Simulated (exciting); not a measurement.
Wanted: an ASE script for an exciting (release sodium) run.

```yaml
Task: optical spectrum
Functional: PBEsol
Potentials_or_basis: all-electron LAPW+lo, shipped species files, valence relativity iora*
rgkmax: 8
k_mesh: 7 × 7 × 3, shifted
Occupations: gaussian, width 0.0272 eV
Spin: no spin polarisation
outputlevel: normal
Top_of_the_spectrum_Ha: 0.5 Ha
Broadening_Ha: 0.004 Ha
gmaxvr_cutoff_of_density_and_potential: 14 1/bohr
lmaxapw_and_lmaxmat: 10
lmaxvr: 8
nempty: 28
Valence_relativity: iora*
epsengy: 1e-05 Ha
epspot: 1e-05 Ha
maxscl: 60
Muffin-tin_radii: Pb 2.3 bohr
```

The structure of Pb lies in Pb.cif:

```cif
data_Pb
_cell_length_a 3.48000000
_cell_length_b 3.48000000
_cell_length_c 5.59000000
_cell_angle_alpha 90.00000000
_cell_angle_beta 90.00000000
_cell_angle_gamma 120.00000000
_space_group_name_H-M_alt 'P6_3/mmc'
_space_group_name_Hall '-P 6c 2c'
_space_group_IT_number 194
loop_
_space_group_symop_operation_xyz
'x,y,z'
'-x,-y,-z'
'x-y,x,z+1/2'
'-x+y,-x,-z+1/2'
'-y,x-y,z'
'y,-x+y,-z'
'-x,-y,z+1/2'
'x,y,-z+1/2'
'-x+y,-x,z'
'x-y,x,-z'
'y,-x+y,z+1/2'
'-y,x-y,-z+1/2'
'-y,-x,-z+1/2'
'y,x,z+1/2'
'-x,-x+y,-z'
'x,x-y,z'
'-x+y,y,-z+1/2'
'x-y,-y,z+1/2'
'y,x,-z'
'-y,-x,z'
'x,x-y,-z+1/2'
'-x,-x+y,z+1/2'
'x-y,-y,-z'
'-x+y,y,z'
loop_
_atom_site_label
_atom_site_type_symbol
_atom_site_symmetry_multiplicity
_atom_site_Wyckoff_symbol
_atom_site_fract_x
_atom_site_fract_y
_atom_site_fract_z
_atom_site_occupancy
Pb1 Pb 2 c 0.6666666667 0.3333333333 0.7500000000 1
```

This isn't the form of Pb at room conditions, which is fcc.

One way to write it, as run:

run_exciting.py

```python
import subprocess
import xml.etree.ElementTree as ET
from ase.io import read
from ase.units import Bohr

atoms = read("Pb.cif")
import spglib
from ase import Atoms
cell, positions, numbers = spglib.find_primitive((atoms.cell[:], atoms.get_scaled_positions(), atoms.numbers), symprec=1e-5)
atoms = Atoms(numbers, cell=cell, scaled_positions=positions, pbc=True)
rmt = {'Pb': 2.3}  # bohr
tasks = """
<groundstate do="fromscratch" ngridk="7 7 3" rgkmax="8" gmaxvr="14" lmaxapw="10" lmaxmat="10" lmaxvr="8" xctype="GGA_PBE_SOL" stype="Gaussian" swidth="0.00099958" nempty="28" ValenceRelativity="iora*" epsengy="1e-05" epspot="1e-05" maxscl="60" outputlevel="normal" vkloff="0 0 0.5"/>
<properties>
  <momentummatrix/>
  <dielmat intraband="false" wmax="0.5" wgrid="200" swidth="0.004" tevout="true">
    <epscomp>1 1</epscomp>
    <epscomp>2 2</epscomp>
    <epscomp>3 3</epscomp>
  </dielmat>
</properties>
"""

root = ET.Element("input")
ET.SubElement(root, "title").text = "Pb"
structure = ET.SubElement(root, "structure", speciespath="./", tshift="false")
crystal = ET.SubElement(structure, "crystal", scale="1.0")
for vector in atoms.cell / Bohr:
    ET.SubElement(crystal, "basevect").text = " ".join(f"{x:.12f}" for x in vector)
symbols = atoms.get_chemical_symbols()
for element in dict.fromkeys(symbols):
    species = ET.SubElement(structure, "species", speciesfile=element + ".xml", rmt=str(rmt[element]))
    for symbol, position in zip(symbols, atoms.get_scaled_positions(wrap=False)):
        if symbol == element:
            ET.SubElement(species, "atom", coord=" ".join(f"{x:.12f}" for x in position))
root.extend(ET.fromstring("<tasks>" + tasks + "</tasks>"))
ET.indent(root)
ET.ElementTree(root).write("input.xml")
subprocess.run(["exciting_smp"], check=True)
```

Potentials or basis: all-electron LAPW+lo, shipped species files, valence relativity iora*.

The run is started by

```sh
$ OMP_NUM_THREADS=1 python run_exciting.py
```

It gave:

```json
{"All electrons inside the program's atomic spheres": "Pb 79.07 (radii Pb 2.3 bohr)"}
```

Caveat: the k mesh is coarse (spacing up to 0.37 Å⁻¹), so the values aren't converged; the intraband (Drude) term of the metal is left out; spectra need much finer meshes, so this one isn't converged; independent-particle spectra lack excitons.

It took 52 s on 1 thread of AMD EPYC 7R43 64-Core Processor (Zen 3) (shared host), peak memory 0.42 GiB.
